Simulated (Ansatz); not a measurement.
A run of Ansatz 0.2.0 is set up as follows.

Contents of input.yaml:

```yaml
crystal:
  lattice:
    - [0.0, 2.115, 2.115]
    - [2.115, 0.0, 2.115]
    - [2.115, 2.115, 0.0]
  atoms:
    - { symbol: Nb, position: [0.0, 0.0, 0.0] }
hamiltonian:
  xc: blyp
  pseudopotentials: { kind: paw }
  dispersion: d4
kpoints:
  mp_grid: { grid: [11, 11, 11] }
scf:
  occupations: { method: fermi_dirac, width: 0.05 }
output:
  forces: true
  stress: true
  eigenvalues: true
relax:
  f_tol: 0.01
  max_steps: 40
  cell: { stress_tol: 0.05 }
```

Potentials or basis: Ansatz PAW.

Command:

```bash
$ ansatz run input.yaml --threads 2 --pin off --max-ram 5632MiB --backend cpu --events-out ev --progress --plain --runs-dir out
```

**Question.** Predict the relaxed cell.

**Answer.** a = 2.985 Å, b = 2.985 Å, c = 2.985 Å, α = 60.00°, β = 60.00°, γ = 60.00°.

**Question.** Estimate the band gap on the k mesh.

**Answer.** None (metal or under the smearing width).

**Question.** What does it give for the space group after relaxing (to 0.05 Å)?

**Answer.** Fm-3m (No. 225).

Final structure:
```cif
data_structure
_symmetry_space_group_name_H-M 'P 1'
_symmetry_Int_Tables_number 1
_cell_length_a 2.9848
_cell_length_b 2.9848
_cell_length_c 2.9848
_cell_angle_alpha 60.000
_cell_angle_beta 60.000
_cell_angle_gamma 60.000
_cell_volume 18.80
loop_
_atom_site_label
_atom_site_type_symbol
_atom_site_fract_x
_atom_site_fract_y
_atom_site_fract_z
_atom_site_occupancy
Nb1 Nb 0.00000 0.00000 0.00000 1
```
